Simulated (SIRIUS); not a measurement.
# BeTe (Fm-3m) in SIRIUS: reference runs

How does BeTe come out in PBE? The cell is run as given.

Everything below comes from runs of SIRIUS 7.12.0. Logs are shortened: lines on timing, memory, paths and dates and some standing lists are left out, and cuts for length are marked. The log counts tension as positive stress, the text compression.

**1. The structure**

Symmetry: Fm-3m, No. 225, cubic system. The conventional cell has a = 5.361 Å, b = 5.361 Å, c = 5.361 Å, α = 90.00°, β = 90.00°, γ = 90.00°. Be (site symmetry m-3m) is surrounded by 6 Te at 2.68 Å. Around Te (site symmetry m-3m) lie 6 Be at 2.68 Å.

The cell was built by a generator and needn't be a form met in nature.

**2. Single point, PBE**

File sirius.json:

```json
{
  "control": {
    "processing_unit": "cpu",
    "std_evp_solver_name": "lapack",
    "gen_evp_solver_name": "lapack",
    "verbosity": 2,
    "print_forces": true,
    "ortho_rf": true,
    "use_second_variation": true,
    "rmt_max": 3.0,
    "num_bands_to_print": 21,
    "save_wf": true
  },
  "parameters": {
    "electronic_structure_method": "full_potential_lapwlo",
    "xc_functionals": ["XC_GGA_X_PBE", "XC_GGA_C_PBE"],
    "core_relativity": "dirac",
    "valence_relativity": "iora",
    "num_fv_states": 21,
    "smearing": "fermi_dirac",
    "smearing_width": 0.0018374661,
    "pw_cutoff": 20,
    "gk_cutoff": 3.42,
    "lmax_apw": 10,
    "lmax_rho": 8,
    "lmax_pot": 8,
    "num_mag_dims": 0,
    "auto_rmt": 0,
    "ngridk": [9, 9, 9],
    "shiftk": [0, 0, 0],
    "num_dft_iter": 80,
    "energy_tol": 1e-07,
    "density_tol": 1e-05,
    "use_symmetry": true
  },
  "settings": {"tol_ne": 1e-10},
  "iterative_solver": {"type": "exact"},
  "mixer": {"type": "anderson", "beta": 0.5, "max_history": 8},
  "unit_cell": {
    "lattice_vectors": [[0.0, 5.0650518291, 5.0650518291], [5.0650518291, 0.0, 5.0650518291], [5.0650518291, 5.0650518291, 0.0]],
    "atom_types": ["Be", "Te"],
    "atom_files": {"Be": "Be.json", "Te": "Te.json"},
    "atoms": {"Be": [[0.5, 0.5, 0.5]], "Te": [[0.0, 0.0, 0.0]]}
  }
}
```

File Be.json:

```json
{
  "name": "beryllium",
  "symbol": "Be",
  "number": 4,
  "mass": 9.012182,
  "rmin": 1e-06,
  "rmt": 1.9,
  "nrmt": 800,
  "rinf": 16.55,
  "core": "",
  "valence": [
    {"basis": [{"enu": 0.05, "dme": 0, "n": 0, "auto": 0}, {"enu": 0.05, "dme": 1, "n": 0, "auto": 0}]},
    {"l": 0, "n": 1, "basis": [{"enu": 0.15, "dme": 0, "n": 0, "auto": 0}]},
    {"l": 1, "n": 2, "basis": [{"enu": 0.15, "dme": 0, "n": 0, "auto": 0}]},
    {"l": 2, "n": 3, "basis": [{"enu": 0.15, "dme": 0, "n": 0, "auto": 0}]},
    {"l": 3, "n": 4, "basis": [{"enu": 0.15, "dme": 0, "n": 0, "auto": 0}]}
  ],
  "lo": [
    {"l": 0, "basis": [{"enu": 0.15, "dme": 0, "n": 0, "auto": 0}, {"enu": 0.15, "dme": 1, "n": 0, "auto": 0}]},
    {
      "l": 0,
      "basis": [{"enu": -3.4998, "dme": 0, "n": 1, "auto": 1}, {"enu": -3.4998, "dme": 1, "n": 1, "auto": 1}]
    },
    {
      "l": 0,
      "basis": [{"enu": -3.4998, "dme": 1, "n": 1, "auto": 1}, {"enu": 0.15, "dme": 0, "n": 0, "auto": 0}]
    },
    {"l": 0, "basis": [{"enu": 0.15, "dme": 0, "n": 0, "auto": 0}, {"enu": 4.5821, "dme": 0, "n": 0, "auto": 0}]},
    {"l": 1, "basis": [{"enu": 0.15, "dme": 0, "n": 0, "auto": 0}, {"enu": 0.15, "dme": 1, "n": 0, "auto": 0}]},
    {"l": 1, "basis": [{"enu": 0.15, "dme": 1, "n": 0, "auto": 0}, {"enu": 0.15, "dme": 2, "n": 0, "auto": 0}]},
    {"l": 1, "basis": [{"enu": 0.15, "dme": 0, "n": 0, "auto": 0}, {"enu": 3.9727, "dme": 0, "n": 0, "auto": 0}]},
    {"l": 2, "basis": [{"enu": 0.15, "dme": 0, "n": 0, "auto": 0}, {"enu": 0.15, "dme": 1, "n": 0, "auto": 0}]},
    {"l": 2, "basis": [{"enu": 0.15, "dme": 1, "n": 0, "auto": 0}, {"enu": 0.15, "dme": 2, "n": 0, "auto": 0}]},
    {"l": 3, "basis": [{"enu": 0.15, "dme": 0, "n": 0, "auto": 0}, {"enu": 0.15, "dme": 1, "n": 0, "auto": 0}]}
  ],
  "free_atom": [... radial grid and density of the free atom, the start of the SCF ...]
}
```

File Te.json:

```json
{
  "name": "tellurium",
  "symbol": "Te",
  "number": 52,
  "mass": 127.6,
  "rmin": 1e-06,
  "rmt": 2.54,
  "nrmt": 800,
  "rinf": 14.28,
  "core": "1s2s2p3s3p3d",
  "valence": [
    {"basis": [{"enu": 0.05, "dme": 0, "n": 0, "auto": 0}, {"enu": 0.05, "dme": 1, "n": 0, "auto": 0}]},
    {"l": 0, "n": 1, "basis": [{"enu": 0.0309, "dme": 0, "n": 0, "auto": 0}]},
    {"l": 1, "n": 2, "basis": [{"enu": 0.15, "dme": 0, "n": 0, "auto": 0}]},
    {"l": 2, "n": 3, "basis": [{"enu": 0.15, "dme": 0, "n": 0, "auto": 0}]},
    {"l": 3, "n": 4, "basis": [{"enu": 0.15, "dme": 0, "n": 0, "auto": 0}]}
  ],
  "lo": [
    {
      "l": 0,
      "basis": [{"enu": 0.0309, "dme": 0, "n": 0, "auto": 0}, {"enu": 0.0309, "dme": 1, "n": 0, "auto": 0}]
    },
    {
      "l": 0,
      "basis": [{"enu": -5.6339, "dme": 0, "n": 4, "auto": 1}, {"enu": -5.6339, "dme": 1, "n": 4, "auto": 1}]
    },
    {
      "l": 0,
      "basis": [{"enu": -5.6339, "dme": 1, "n": 4, "auto": 1}, {"enu": 0.0309, "dme": 0, "n": 0, "auto": 0}]
    },
    {
      "l": 0,
      "basis": [{"enu": 0.0309, "dme": 0, "n": 0, "auto": 0}, {"enu": 2.5109, "dme": 0, "n": 0, "auto": 0}]
    },
    {"l": 1, "basis": [{"enu": 0.15, "dme": 0, "n": 0, "auto": 0}, {"enu": 0.15, "dme": 1, "n": 0, "auto": 0}]},
    {
      "l": 1,
      "basis": [{"enu": -3.816, "dme": 0, "n": 4, "auto": 1}, {"enu": -3.816, "dme": 1, "n": 4, "auto": 1}]
    },
    {"l": 1, "basis": [{"enu": -3.816, "dme": 1, "n": 4, "auto": 1}, {"enu": 0.15, "dme": 0, "n": 0, "auto": 0}]},
    {"l": 1, "basis": [{"enu": 0.15, "dme": 0, "n": 0, "auto": 0}, {"enu": 3.002, "dme": 0, "n": 0, "auto": 0}]},
    {"l": 2, "basis": [{"enu": 0.15, "dme": 0, "n": 0, "auto": 0}, {"enu": 0.15, "dme": 1, "n": 0, "auto": 0}]},
    {
      "l": 2,
      "basis": [{"enu": -1.1602, "dme": 0, "n": 4, "auto": 1}, {"enu": -1.1602, "dme": 1, "n": 4, "auto": 1}]
    },
    {
      "l": 2,
      "basis": [{"enu": -1.1602, "dme": 1, "n": 4, "auto": 1}, {"enu": 0.15, "dme": 0, "n": 0, "auto": 0}]
    },
    {"l": 2, "basis": [{"enu": 0.15, "dme": 0, "n": 0, "auto": 0}, {"enu": 3.374, "dme": 0, "n": 0, "auto": 0}]},
    {"l": 3, "basis": [{"enu": 0.15, "dme": 0, "n": 0, "auto": 0}, {"enu": 0.15, "dme": 1, "n": 0, "auto": 0}]},
    {"l": 3, "basis": [{"enu": 0.15, "dme": 0, "n": 0, "auto": 0}, {"enu": 2.847, "dme": 0, "n": 0, "auto": 0}]}
  ],
  "free_atom": [... radial grid and density of the free atom, the start of the SCF ...]
}
```

File sirius_start.json:

```json
{
  "control": {
    "processing_unit": "cpu",
    "std_evp_solver_name": "lapack",
    "gen_evp_solver_name": "lapack",
    "verbosity": 1,
    "print_forces": false,
    "ortho_rf": true,
    "use_second_variation": true,
    "rmt_max": 3.0,
    "num_bands_to_print": 21,
    "save_wf": false
  },
  "parameters": {
    "electronic_structure_method": "full_potential_lapwlo",
    "xc_functionals": ["XC_LDA_X", "XC_LDA_C_PW"],
    "core_relativity": "dirac",
    "valence_relativity": "iora",
    "num_fv_states": 21,
    "smearing": "fermi_dirac",
    "smearing_width": 0.0055123983,
    "pw_cutoff": 20,
    "gk_cutoff": 2.74,
    "lmax_apw": 10,
    "lmax_rho": 8,
    "lmax_pot": 8,
    "num_mag_dims": 0,
    "auto_rmt": 0,
    "ngridk": [4, 4, 4],
    "shiftk": [0, 0, 0],
    "num_dft_iter": 30,
    "energy_tol": 0.01,
    "density_tol": 0.05,
    "use_symmetry": true
  },
  "settings": {"tol_ne": 1e-10},
  "iterative_solver": {"type": "exact"},
  "mixer": {"type": "anderson", "beta": 0.5, "max_history": 8},
  "unit_cell": {
    "lattice_vectors": [[0.0, 5.0650518291, 5.0650518291], [5.0650518291, 0.0, 5.0650518291], [5.0650518291, 5.0650518291, 0.0]],
    "atom_types": ["Be", "Te"],
    "atom_files": {"Be": "Be.json", "Te": "Te.json"},
    "atoms": {"Be": [[0.5, 0.5, 0.5]], "Te": [[0.0, 0.0, 0.0]]}
  }
}
```

Potentials or basis: all-electron FP-LAPW, apw+lo standard.

Command:

```sh
OMP_NUM_THREADS=1 sirius.scf --input=sirius_start.json --output=start.json
OMP_NUM_THREADS=1 sirius.scf --input=sirius.json --output=output.json --task=1
```

The program printed:

```text
[info] SIRIUS version : 7.12.0
[info] number of MPI ranks           : 1
[info] MPI grid                      : 1 1
[info] maximum number of OMP threads : 1
[fft] FFT context for density and potential
[fft] =====================================
[fft]   plane wave cutoff                     : 20
[fft]   grid size                             : 48 48 48   total : 110592
[fft]   grid limits                           : -23 24   -23 24   -23 24
[fft]   number of G-vectors within the cutoff : 35053
[fft]   number of G-shells                    : 940
[fft] FFT context for coarse grid
[fft] =====================================
[fft]   plane wave cutoff                     : 6.84
[fft]   grid size                             : 18 18 18   total : 5832
[fft]   grid limits                           : -8 9   -8 9   -8 9
[fft]   number of G-vectors within the cutoff : 1411
[fft]   number of G-shells                    : 57
[unit cell] lattice vectors
[unit cell]   a1 :       0.0000000000      5.0650518291      5.0650518291
[unit cell]   a2 :       5.0650518291      0.0000000000      5.0650518291
[unit cell]   a3 :       5.0650518291      5.0650518291      0.0000000000
[unit cell] reciprocal lattice vectors
[unit cell]   b1 :      -0.6202488661      0.6202488661      0.6202488661
[unit cell]   b2 :       0.6202488661     -0.6202488661      0.6202488661
[unit cell]   b3 :       0.6202488661      0.6202488661     -0.6202488661
[unit cell] unit cell volume :       259.88527714 [a.u.^3]
[unit cell] 1/sqrt(omega)    :         0.06203105
[unit cell] MT volume        :        97.37288518 (37.47%)
[unit cell] IT volume        :       162.51239196 (62.53%)
[unit cell] number of atom types : 2
[unit cell] type id : 0 symbol : Be mt_radius :   1.900000 num_atoms : 1
[unit cell] type id : 1 symbol : Te mt_radius :   2.540000 num_atoms : 1
[unit cell] total number of atoms : 2
[unit cell] number of symmetry classes : 2
[unit cell] atom id  type id  class id             position                      vector_field
[unit cell] ------------------------------------------------------------------------------------------
[unit cell]      0        0        0      0.50000   0.50000   0.50000      0.00000   0.00000   0.00000
[unit cell]      1        1        1      0.00000   0.00000   0.00000      0.00000   0.00000   0.00000
[unit cell] atom id         position (Cartesian, a.u.)
[... 360 lines left out ...]
[diagonalize] ik:   32   -5.619619   -3.782861   -3.782859   -3.782859   -3.507144   -1.112592   -1.112428   -1.112321   -1.112034   -1.111973   -0.154143    0.033211    0.110787    0.112187    0.255018    0.395631    0.492650    0.569310    0.627718    0.679666    0.774960
[diagonalize] ik:   33   -5.619619   -3.782860   -3.782860   -3.782859   -3.507144   -1.112561   -1.112351   -1.112346   -1.112094   -1.111975   -0.149509    0.040156    0.068349    0.120890    0.288204    0.445921    0.447185    0.568313    0.605766    0.623067    0.763003
[diagonalize] ik:   34   -5.619619   -3.782860   -3.782860   -3.782859   -3.507146   -1.112547   -1.112362   -1.112278   -1.112184   -1.111970   -0.151143    0.047188    0.071983    0.102461    0.342117    0.384648    0.487398    0.553968    0.591723    0.596264    0.792111
[generate_core_charge_density] atom class : 0
[generate_core_charge_density] atom class : 1
[generate_core_charge_density]   n,l,k : 1 0 1  energy :       -1161.18902690
[generate_core_charge_density]   n,l,k : 2 0 1  energy :        -177.67248485
[generate_core_charge_density]   n,l,k : 2 1 1  energy :        -166.43863041
[generate_core_charge_density]   n,l,k : 2 1 2  energy :        -156.34959927
[generate_core_charge_density]   n,l,k : 3 0 1  energy :         -35.02885905
[generate_core_charge_density]   n,l,k : 3 1 1  energy :         -30.41056733
[generate_core_charge_density]   n,l,k : 3 1 2  energy :         -28.52986423
[generate_core_charge_density]   n,l,k : 3 2 2  energy :         -20.38611856
[generate_core_charge_density]   n,l,k : 3 2 3  energy :         -19.99280752
[find] Total energy                   :   -6811.59874916 (Ha),  -13623.19749831 (Ry)
[... 20 lines left out ...]
[find] valence_eval_sum               :     -51.58736767
[find] core_eval_sum                  :   -4082.23015844
[find] kinetic energy                 :    7199.66113809
[find] enuc                           :   -8282.30278965
[find] <rho|V^{XC}>                   :    -233.63764904
[find] <rho|E^{XC}>                   :    -179.03658566
[find] <mag|B^{XC}>                   :       0.00000000
[find] <rho|V^{H}>                    :  -11099.84101516
[find] smearing (-TS)                 :      -0.00017807
[find] SCF correction                 :       0.00002786
[find] Total energy                   :   -6811.59871695 (Ha),  -13623.19743390 (Ry)
[find] Free energy (E-TS)             :   -6811.59889502 (Ha),  -13623.19779003 (Ry)
[find] band gap (eV)                  :       0.00000000
[find] Efermi                         :       0.24211147
[find] iteration : 6, RMS (target) : 3.4606e-06 (1.0000e-05) , energy difference (target) : 2.5283e-08 (1.0000e-07)
[find] converged after 7 SCF iterations!
[find] Charges and magnetic moments
[find] --------------------------------------------------------------------------------
[find] atom      charge    core leakage
[find] --------------------------------------------------------------------------------
[find]    0    2.726747    0.000000e+00
[find]    1   49.855873    8.276014e-12
[find] total core leakage    : 8.27601437e-12
[find] interstitial charge   : 3.417378
[find] total charge          : 55.999998
[find] Energy
[find] --------------------------------------------------------------------------------
[find] valence_eval_sum               :     -51.58736767
[find] core_eval_sum                  :   -4082.23015844
[find] kinetic energy                 :    7199.66113809
[find] enuc                           :   -8282.30278965
[find] <rho|V^{XC}>                   :    -233.63764904
[find] <rho|E^{XC}>                   :    -179.03658566
[find] <mag|B^{XC}>                   :       0.00000000
[find] <rho|V^{H}>                    :  -11099.84101516
[find] smearing (-TS)                 :      -0.00017807
[find] SCF correction                 :       0.00002786
[find] Total energy                   :   -6811.59871695 (Ha),  -13623.19743390 (Ry)
[find] Free energy (E-TS)             :   -6811.59889502 (Ha),  -13623.19779003 (Ry)
[find] band gap (eV)                  :       0.00000000
[find] Efermi                         :       0.24211147
[ground_state]
[ground_state] ==== total Forces in Ha/bohr =====
[ground_state] atom:    0, force:       0.0000000      0.0000000      0.0000000
[ground_state] atom:    1, force:       0.0000000      0.0000000      0.0000000
[ground_state] ==== contribution from density =====
[ground_state] atom:    0, force:       0.0000000      0.0000000      0.0000000
[ground_state] atom:    1, force:       0.0000000      0.0000000      0.0000000
[ground_state] ==== contribution from Hartree potential =====
[ground_state] atom:    0, force:       0.0000000      0.0000000      0.0000000
[ground_state] atom:    1, force:       0.0000000      0.0000000      0.0000000
[ground_state] ==== contribution from IBS =====
[ground_state] atom:    0, force:       0.0000000      0.0000000      0.0000000
[ground_state] atom:    1, force:       0.0000000      0.0000000      0.0000000
```

Wall time 42 s (1 thread of Arm Neoverse V1, shared host); peak memory 0.41 GiB.

What came out:

| Quantity | Value |
| --- | --- |
| Free energy | -185353.0485 eV |
| Band gap on the k mesh | none (metal or under the smearing width) |
| All electrons inside the program's atomic spheres | Be 2.73; Te 49.86 (radii Be 1.9, Te 2.54 bohr) |

Spin-orbit coupling is left out, which matters for the levels of Te.
